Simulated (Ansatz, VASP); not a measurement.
## HfB2 in VASP and in Ansatz

```
Hf B
1.0
     3.14000    0.00000    0.00000
    -1.57000    2.71932    0.00000
     0.00000    0.00000    3.58440
Hf B
1 2
Direct
  0.00000 0.00000 0.00000
  0.33333 0.66667 0.50000
  0.66667 0.33333 0.50000
```

Change from the starting cell: zz strain of +3 %, crystal datasets.

Alike in both runs: task electric field gradients; functional PBEsol; k mesh 13 × 13 × 11; occupations fermi-dirac, width 0.05 eV; no spin polarisation.

|  | VASP | Ansatz |
| --- | --- | --- |
| version | VASP 6.6.1 | Ansatz 0.2.0 |
| potentials or method | VASP PAW PBE potentials, release 64 (Hf_pv, B), cutoff 520 eV | all-electron PAW with datasets made for the crystal, scalar-relativistic |

```tsv
	VASP	Ansatz	Ansatz less VASP
pressure (GPa)	-10.7	-10.4	+0.31
largest component of the traceless stress (GPa)	6.82	6.85	+0.034
Vzz of the field gradient on the site that differs most (V/Å²)	86.0	122.4	+36.36
```

Ansatz ran all-electron here, so the differences hold the error of VASP's frozen core and of both bases. Ansatz warned: «gradients_without_spin_orbit».

Caveats: the PAW data sets were made with another functional, which shifts forces and pressure a little (VASP). The runs have no spin-orbit coupling, so splittings on Hf are missing.
